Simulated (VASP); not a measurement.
Set up this calculation in VASP 6.6.1, as the native input.

* Task: dielectric tensor
* Functional: PBE
* Potentials or basis: VASP PAW PBE potentials, release 64 (Pb_d, I)
* Cutoff: 600 eV
* k mesh: 12 × 12 × 7
* Occupations: gaussian, width 0.03 eV
* Spin: no spin polarisation
* Monkhorst-Pack mesh: no
* Further INCAR settings: ALGO = Fast; EDIFF = 1e-08

The structure of PbI2 lies in POSCAR:

```
PbI2                                    
1.0
    4.6751028375      0.0000000000      0.0000000000
   -2.3375514188      4.0487578225     -0.0000000000
    0.0000000000      0.0000000000      7.8105424619
  Pb              I             
     1     2
Direct
     0.0000000000000000    1.0000000000000000    1.0000000000000000
     0.3333333332999970    0.6666666667000030    0.2379645685040078
     0.6666666667000030    0.3333333332999970    0.7620354314959923
```

The input as run:

INCAR

```
SYSTEM = PbI2
ALGO = Fast
EDIFF = 1E-8
ENCUT = 600
GGA = PE
ISIF = 2
ISMEAR = 0
KPAR = 2
LASPH = .TRUE.
LCHARG = .FALSE.
LEPSILON = .TRUE.
LREAL = .FALSE.
LWAVE = .FALSE.
NELM = 80
PREC = Accurate
SIGMA = 0.03
```

KPOINTS

```
k-points
0
G
  12 12 7
  0 0 0
```

Potentials or basis: VASP PAW PBE potentials, release 64 (Pb_d, I).

The run is started by

```bash
$ cat potpaw_PBE.64/Pb_d/POTCAR potpaw_PBE.64/I/POTCAR > POTCAR
$ mpirun -np 2 vasp_std > vasp.out
```

Results of the run:

```
Band gap on the k mesh                  : 2.44 eV, indirect (least direct gap 2.56 eV)
Electronic dielectric tensor (diagonal) : 5.73, 5.73, 3.50
Born charges (mean of the diagonal)     : Pb +3.14; I -1.57 e
```

Caveat: spin-orbit coupling is left out, which as a rule narrows the gap of such compounds by several tenths of an eV; an odd mesh through Γ misses points on the zone boundary, where band edges often lie.

Wall time 30 min on 2 MPI ranks on AMD EPYC 9R45 96-Core Processor (Zen 5) (shared host), peak memory 2 GiB a rank.
